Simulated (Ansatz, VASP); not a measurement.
AgCl: VASP beside Ansatz

Contents of INCAR:

```
PREC     = Accurate       # precision mode
ENCUT    = 520            # plane-wave cutoff, eV
EDIFF    = 1E-6           # SCF threshold, eV
ISMEAR   = 0              # smearing method
SIGMA    = 0.02           # smearing width, eV
LREAL    = F              # projectors in reciprocal space
LASPH    = T              # aspherical terms in the spheres
NELM     = 100            # most SCF steps
ALGO     = Fast           # electronic algorithm
ISIF     = 2              # what is computed and relaxed
LWAVE    = F              # write WAVECAR
LCHARG   = F              # write CHGCAR
GGA      = PE             # functional
NBANDS   = 16             # bands
```

KPOINTS

```
regular mesh
0
Gamma
  10 10 10
```

Contents of POSCAR:

```
AgCl
1.0
    3.4339730000      0.0000000000      0.0000000000
    0.0000000000      3.4339730000      0.0000000000
    0.0000000000      0.0000000000      3.4339730000
Ag Cl
1 1
Direct
    0.0000000000      0.0000000000      0.0000000000
    0.5000000000      0.5000000000      0.5000000000
```

Input for Ansatz:

```yaml
crystal:
  lattice:
    - [3.433973, 0.0, 0.0]
    - [0.0, 3.433973, 0.0]
    - [0.0, 0.0, 3.433973]
  atoms:
    - { symbol: Ag, position: [0.0, 0.0, 0.0] }
    - { symbol: Cl, position: [0.5, 0.5, 0.5] }
basis:
  ecutwfc: 420
kpoints:
  mp_grid: { grid: [10, 10, 10] }
hamiltonian:
  xc: pbe
scf:
  occupations: { method: gaussian, width: 0.02 }
output:
  forces: true
  stress: true
  eigenvalues: true
  populations: true
```

Measurements of this composition are mostly on another form, of space group No. 225.

Alike in both runs: task single point; functional PBE; k mesh 10 × 10 × 10; occupations gaussian, width 0.02 eV; no spin polarisation.

|  | VASP | Ansatz |
| --- | --- | --- |
| version | VASP 6.6.1 | Ansatz 0.2.0 |
| potentials or method | VASP PAW PBE potentials, release 64 (Ag, Cl) | scalar-relativistic, plane waves, PAW |
| plane-wave cutoff (eV) | 520 | 420 |
| valence electrons in the cell | 18 | 26 |

|  | VASP | Ansatz | Ansatz less VASP |
| --- | --- | --- | --- |
| gap on the k mesh at the Fermi level (eV) | 0.57 | 0.57 | 0.000 |
| least direct gap on the mesh (eV) | 2.08 | 2.07 | -0.001 |
| pressure (GPa) | -0.2 | -0.1 | +0.12 |

The two sets of potentials don't hold the same shells in valence.

A k mesh can miss the band edges. PBE gaps usually lie below the measured ones, often by a third to a half.
